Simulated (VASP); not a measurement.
# TiB (F-43m) in VASP: notebook

One crystal, TiB, is run at these levels: PBEsol; tasks: single point.

Program: VASP 6.6.1. These are calculated values, not measurements. Logs are shortened: lines on timing, memory, paths and dates and some standing lists are left out, and cuts for length are marked.

## 1. The crystal as given

The structure is cubic, space group F-43m (No. 216). The conventional cell has a = 4.202 Å, b = 4.202 Å, c = 4.202 Å, α = 90.00°, β = 90.00°, γ = 90.00°. Ti (site symmetry -43m) has 4 B at 1.82 Å as nearest neighbours. B (site symmetry -43m) has 4 Ti at 1.82 Å as nearest neighbours.

## 2. Single point, PBEsol

File INCAR:

```
SYSTEM = TiB
PREC = Accurate
ENCUT = 520
EDIFF = 1E-6
ISMEAR = 0
SIGMA = 0.15
LREAL = .FALSE.
LASPH = .TRUE.
NELM = 60
ALGO = Fast
ISIF = 2
LWAVE = .FALSE.
LCHARG = .FALSE.
GGA = PS
NBANDS = 14
```

File KPOINTS:

```
regular mesh
0
G
  20 20 20
  0 0 0
```

File POSCAR:

```
TiB
1.0
    0.0000000000      2.1010000000      2.1010000000
    2.1010000000      0.0000000000      2.1010000000
    2.1010000000      2.1010000000      0.0000000000
Ti B
1 1
Direct
    0.7500000000      0.7500000000      0.7500000000
    0.0000000000      0.0000000000      0.0000000000
```

Potentials or basis: VASP PAW PBE potentials, release 64 (Ti_sv, B).

The run is started by

```
$ cat potpaw_PBE.64/Ti_sv/POTCAR potpaw_PBE.64/B/POTCAR > POTCAR
$ mpirun -np 1 vasp_std > vasp.out
```

OUTCAR:

```text
SYSTEM = TiB
   PREC = Accurate
   ENCUT = 520
   EDIFF = 1E-6
   ISMEAR = 0
   LREAL = .FALSE.
   LASPH = .TRUE.
   NELM = 60
   ISIF = 2
   GGA = PS

 ion  position               nearest neighbor table
   1  0.750  0.750  0.750-   2 1.82   2 1.82   2 1.82   2 1.82
   2  0.000  0.000  0.000-   1 1.82   1 1.82   1 1.82   1 1.82

  LATTYP: Found a face centered cubic cell.
 ALAT       =     4.2020000000

  Lattice vectors:

 A1 = (   0.0000000000,   2.1010000000,   2.1010000000)
 A2 = (   2.1010000000,   0.0000000000,   2.1010000000)
 A3 = (   2.1010000000,   2.1010000000,   0.0000000000)

Analysis of symmetry for initial positions (statically):
=====================================================================
 Subroutine PRICEL returns:
 Original cell was already a primitive cell.

 Routine SETGRP: Setting up the symmetry group for a
 face centered cubic supercell.

 Subroutine GETGRP returns: Found 24 space group operations
 (whereof 24 operations were pure point group operations)
 out of a pool of 48 trial point group operations.

The static configuration has the point symmetry T_d .

Analysis of symmetry for dynamics (positions and initial velocities):
=====================================================================
 Subroutine PRICEL returns:
 Original cell was already a primitive cell.

 Routine SETGRP: Setting up the symmetry group for a
 face centered cubic supercell.

 Subroutine GETGRP returns: Found 24 space group operations
 (whereof 24 operations were pure point group operations)
 out of a pool of 48 trial point group operations.

The dynamic configuration has the point symmetry T_d .

 Subroutine INISYM returns: Found 24 space group operations
 (whereof 24 operations are pure point group operations),
 and found     1 'primitive' translations

----------------------------------------------------------------------------------------

                                     Primitive cell

  volume of cell :      18.5485

  direct lattice vectors                    reciprocal lattice vectors
     0.000000000  2.101000000  2.101000000    -0.237981913  0.237981913  0.237981913
     2.101000000  0.000000000  2.101000000     0.237981913 -0.237981913  0.237981913
     2.101000000  2.101000000  0.000000000     0.237981913  0.237981913 -0.237981913

  length of vectors
     2.971262695  2.971262695  2.971262695     0.412196765  0.412196765  0.412196765

  position of ions in fractional coordinates (direct lattice)
     0.750000000  0.750000000  0.750000000
     0.000000000  0.000000000  0.000000000

  ion indices of the primitive-cell ions
   primitive index   ion index
                 1           1
                 2           2

----------------------------------------------------------------------------------------

 KPOINTS: regular mesh

Automatic generation of k-mesh.
 Grid dimensions read from file:
 generate k-points for:   20   20   20

 Generating k-lattice:

  Cartesian coordinates                     Fractional coordinates (reciprocal lattice)
    -0.011899096  0.011899096  0.011899096     0.050000000  0.000000000  0.000000000
     0.011899096 -0.011899096  0.011899096     0.000000000  0.050000000  0.000000000
     0.011899096  0.011899096 -0.011899096     0.000000000  0.000000000  0.050000000

  Length of vectors
     0.020609838  0.020609838  0.020609838

  Shift w.r.t. Gamma in fractional coordinates (k-lattice)
     0.000000000  0.000000000  0.000000000

 Subroutine IBZKPT returns following result:
 ===========================================

 Found    256 irreducible k-points:

 Following reciprocal coordinates:
            Coordinates               Weight
  0.000000  0.000000  0.000000      1.000000
  0.050000  0.000000  0.000000      8.000000
  0.100000  0.000000  0.000000      8.000000
  0.150000  0.000000  0.000000      8.000000
  0.200000  0.000000  0.000000      8.000000
  0.250000  0.000000  0.000000      8.000000
[... 16 lines left out ...]
 -0.400000  0.050000  0.000000     24.000000
 -0.350000  0.050000  0.000000     24.000000
 [... further k-points ...]
   k-points           NKPTS =    256   k-points in BZ     NKDIM =    256   number of bands    NBANDS=     14
   number of dos      NEDOS =    301   number of ions     NIONS =      2
   total plane-waves  NPLWV =  13824
   dimension x,y,z NGX =    24 NGY =   24 NGZ =   24
   dimension x,y,z NGXF=    48 NGYF=   48 NGZF=   48
   ions per type =               1   1
   NGX,Y,Z   is equivalent  to a cutoff of  13.43, 13.43, 13.43 a.u.
   NGXF,Y,Z  is equivalent  to a cutoff of  26.86, 26.86, 26.86 a.u.
 SYSTEM =  TiB
   PREC   = accura    normal or accurate (medium, high low for compatibility)
   ISTART =      0    job   : 0-new  1-cont  2-samecut
   ICHARG =      2    charge: 1-file 2-atom 10-const
   ISPIN  =      1    spin polarized calculation?
   LNONCOLLINEAR =      F non collinear calculations
   LSORBIT =      F    spin-orbit coupling
   LASPH  =      T    aspherical Exc in radial PAW
   ENCUT  =  520.0 eV  38.22 Ry    6.18 a.u.   5.52  5.52  5.52*2*pi/ulx,y,z
   NELM   =     60;   NELMIN=  2; NELMDL= -5     # of ELM steps
   EDIFF  = 0.1E-05   stopping-criterion for ELM
   LREAL  =      F    real-space projection
   EDIFFG = 0.1E-04   stopping-criterion for IOM
   NSW    =      0    number of steps for IOM
   IBRION =     -1    ionic relax: 0-MD 1-quasi-New 2-CG
   NFREE  =      0    steps in history (QN), initial steepest desc. (CG)
   ISIF   =      2    stress and relaxation
   ISYM   =      2    0-nonsym 1-usesym 2-fastsym
   POTIM  = 0.5000    time-step for ionic-motion
   TEBEG  =    0.0;   TEEND  =   0.0 temperature during run
   PSTRESS=    0.0 pullay stress
   NELECT =      15.0000    total number of electrons
   NUPDOWN=      -1.0000    fix difference up-down
   EMIN   =  10.00;   EMAX   =-10.00  energy-range for DOS
   EFERMI =   0.00;   METHOD = LEGACY
   ISMEAR =     0;   SIGMA  =   0.15  broadening in eV -4-tet -1-fermi 0-gaus
   EFERMI_NEDOS =   21; number of points for ismear=-14 and -15
   IALGO  =     68    algorithm
   IMIX   =      4    mixing-type and parameters
     AMIX     =   0.40;   BMIX     =  1.00
     AMIX_MAG =   1.60;   BMIX_MAG =  1.00
  volume/ion in A,a.u.               =       9.27        62.59
  Fermi-wavevector in a.u.,A,eV,Ry     =   1.525232  2.882270 31.651671  2.326332
  Thomas-Fermi vector in A             =   2.633430
   LORBIT       =      0    0 simple, 1 ext, 2 COOP (PROOUT), +10 PAW based schemes
   GGA     = PS    functional components
   LHFCALC =     F    Hartree Fock is set to
   AEXX    =    0.0000 exact exchange contribution
   IVDW    =     0    specifies the selected vdW correction
   LEPSILON=     F    determine dielectric tensor
   LRPA    =     F    only Hartree local field effects (RPA)
 non-spin polarized calculation
 RMM-DIIS sequential band-by-band and
 Gauss-broadening in eV      SIGMA  =   0.15
  energy-cutoff  :      520.00
  volume of cell :       18.55
 maximum number of plane-waves:       531
 NGX is ok and might be reduce to    24
   NGX = 11   NGY = 11   NGZ = 11

 number of electron      14.9999998 magnetization

 Free energy of the ion-electron system (eV)
  ---------------------------------------------------
  ext. energy  EPLUGINS =         0.00000000
  ---------------------------------------------------
  free energy    TOTEN  =       -11.10240536 eV

  energy without entropy =      -11.09376782  energy(sigma->0) =      -11.09808659

 E-fermi :   9.1830     XC(G=0): -12.9091

 val. band max:        9.1692268927   @ k =  -0.4500   0.2500   0.0000
 cond. band min:       9.1928409665   @ k =   0.4000   0.3500   0.0500
 fundamental gap:      0.0236140738
 Fermi energy:         9.1830436858

 k-point     1 :       0.0000    0.0000    0.0000
  band No.  band energies     occupation
      1     -45.4444      2.00000
      2     -21.6433      2.00000
      3     -21.6433      2.00000
      4     -21.6433      2.00000
      5       0.1770      2.00000
      6       7.2585      2.00000
      7       7.2585      2.00000
      8       7.2585      2.00000
      9      12.4424      0.00000
     10      12.4424      0.00000
     11      21.4674      0.00000
     12      21.9693      0.00000
     13      21.9693      0.00000
     14      21.9693      0.00000

 k-point     2 :       0.0500    0.0000    0.0000
  band No.  band energies     occupation
      1     -45.4415      2.00000
      2     -21.6637      2.00000
      3     -21.6462      2.00000
      4     -21.6462      2.00000
      5       0.2486      2.00000
      6       7.2285      2.00000
      7       7.2906      2.00000
      8       7.2906      2.00000
      9      12.4109      0.00000
     10      12.4109      0.00000
     11      21.4974      0.00000
     12      21.8881      0.00000
     13      21.9914      0.00000
     14      21.9914      0.00000

 k-point     3 :       0.1000    0.0000    0.0000
  band No.  band energies     occupation
      1     -45.4332      2.00000
      2     -21.7225      2.00000
      3     -21.6547      2.00000
      4     -21.6547      2.00000
      5       0.4592      2.00000
      6       7.1441      2.00000
      7       7.3815      2.00000
      8       7.3815      2.00000
      9      12.3311      0.00000
     10      12.3311      0.00000
     11      21.2381      0.00000
     12      22.0173      0.00000
     13      22.0302      0.00000
     14      22.0302      0.00000
[... 324 lines left out ...]
 k-point    23 :      -0.4000    0.0500    0.0000
  band No.  band energies     occupation
      1     -45.3323      2.00000
      2     -22.3801      2.00000
      3     -21.7722      2.00000
      4     -21.7509      2.00000
      5       3.3907      2.00000
      6       6.6329      2.00000
      7       7.9168      2.00000
      8       7.9993      2.00000
      9      12.8783      0.00000
     10      13.3010      0.00000
     11      15.5863      0.00000
     12      19.4616      0.00000
     13      19.9037      0.00000
     14      21.6784      0.00000

 k-point    24 :      -0.3500    0.0500    0.0000
  band No.  band energies     occupation
      1     -45.3440      2.00000
      2     -22.3063      2.00000
      3     -21.7633      2.00000
      4     -21.7365      2.00000
      5       3.0158      2.00000
      6       6.6018      2.00000
      7       7.9148      2.00000
      8       7.9885      2.00000
      9      12.5115      0.00000
     10      13.0467      0.00000
     11      16.3643      0.00000
     12      19.9172      0.00000
     13      20.5063      0.00000
     14      21.9657      0.00000

 [... further k-points ...]

------------------------ aborting loop because EDIFF is reached ----------------------------------------

  FORCE on cell =-STRESS in cart. coord.  units (eV):
  Direction    XX          YY          ZZ          XY          YZ          ZX
  --------------------------------------------------------------------------------------
  -------------------------------------------------------------------------------------
  Total       12.9858405     12.9858405     12.9858405      0.0000000      0.0000000      0.0000000
  in kB     1121.6890822   1121.6890822   1121.6890822      0.0000000      0.0000000      0.0000000
  external PRESSURE =    1121.6890822 kB  Pullay stress =       0.0000000 kB

 VOLUME and BASIS-vectors are now :
 -----------------------------------------------------------------------------
  energy-cutoff  :      520.00
  volume of cell :       18.55
      direct lattice vectors                 reciprocal lattice vectors
     0.000000000  2.101000000  2.101000000    -0.237981913  0.237981913  0.237981913
     2.101000000  0.000000000  2.101000000     0.237981913 -0.237981913  0.237981913
     2.101000000  2.101000000  0.000000000     0.237981913  0.237981913 -0.237981913

 POSITION                                       TOTAL-FORCE (eV/Angst)
 -----------------------------------------------------------------------------------
      3.15150      3.15150      3.15150        -0.000000     -0.000000      0.000000
      0.00000      0.00000      0.00000         0.000000      0.000000     -0.000000
 -----------------------------------------------------------------------------------
    total drift:                                0.000001      0.000001      0.000001

  FREE ENERGIE OF THE ION-ELECTRON SYSTEM (eV)
  ---------------------------------------------------
  free  energy   TOTEN  =       -11.1024053623 eV

  energy  without entropy=      -11.0937678231  energy(sigma->0) =      -11.09808659
```

Wall time 75 s (1 thread of Intel Xeon Platinum 8375C at 2.90GHz (Ice Lake), shared host); peak memory 0.19 GiB.

Results:

| Item | Value |
| --- | --- |
| Free energy | -11.1024 eV |
| Pressure | 112.2 GPa |
| Band gap on the k mesh | none (metal or under the smearing width) |

Levels at points of the mesh, in eV from the Fermi level:
```
           k point  band 6  band 7  band 8  band 9  band 10  band 11
(0.00, 0.00, 0.00)   -1.92   -1.92   -1.92    3.26     3.26    12.28
(0.50, 0.00, 0.00)   -2.48   -1.24   -1.24    4.18     4.18     5.93
(0.50, 0.50, 0.00)   -4.23    1.05    1.92    1.92     4.73     6.13
```

Caveat: a pressure of tens of GPa on the cell as given is suspect, and the run, the potentials or the cell itself is likely at fault; the PAW data sets were made with another functional, which shifts forces and pressure a little.

## 3. Single point, PBEsol

File INCAR:

```
  ALGO = Fast
  EDIFF = 1E-6
  ENCUT = 520
  GGA = PS
  ISIF = 2
  ISMEAR = 0
  LASPH = True
  LCHARG = False
  LREAL = False
  LWAVE = False
  NBANDS = 14
  NELM = 60
  PREC = Accurate
  SIGMA = 0.15
```

File KPOINTS:

```
k-points
0
Gamma
  22 22 22
```

POSCAR is that of step 2.

Potentials or basis: VASP PAW PBE potentials, release 64 (Ti_sv, B).

The run is started by

```
$ cat potpaw_PBE.64/Ti_sv/POTCAR potpaw_PBE.64/B/POTCAR > POTCAR
$ mpirun -np 1 vasp_std > vasp.out
```

Run time: 1.7 min. Hardware: 1 thread of Intel Xeon Platinum 8375C at 2.90GHz (Ice Lake), shared host; peak memory 0.21 GiB.

It converged, with:

| Quantity | Value |
| --- | --- |
| Free energy | -11.1008 eV |
| Pressure | 112.2 GPa |
| Band gap on the k mesh | none (metal or under the smearing width) |

Levels at points of the mesh, in eV from the Fermi level:
```
           k point  band 6  band 7  band 8  band 9  band 10  band 11
(0.00, 0.00, 0.00)   -1.94   -1.94   -1.94    3.25     3.25    12.27
(0.50, 0.00, 0.00)   -2.49   -1.25   -1.25    4.17     4.17     5.92
(0.50, 0.50, 0.00)   -4.24    1.04    1.91    1.91     4.72     6.12
```

Caveat: a pressure of tens of GPa on the cell as given is suspect, and the run, the potentials or the cell itself is likely at fault; the PAW data sets were made with another functional, which shifts forces and pressure a little.
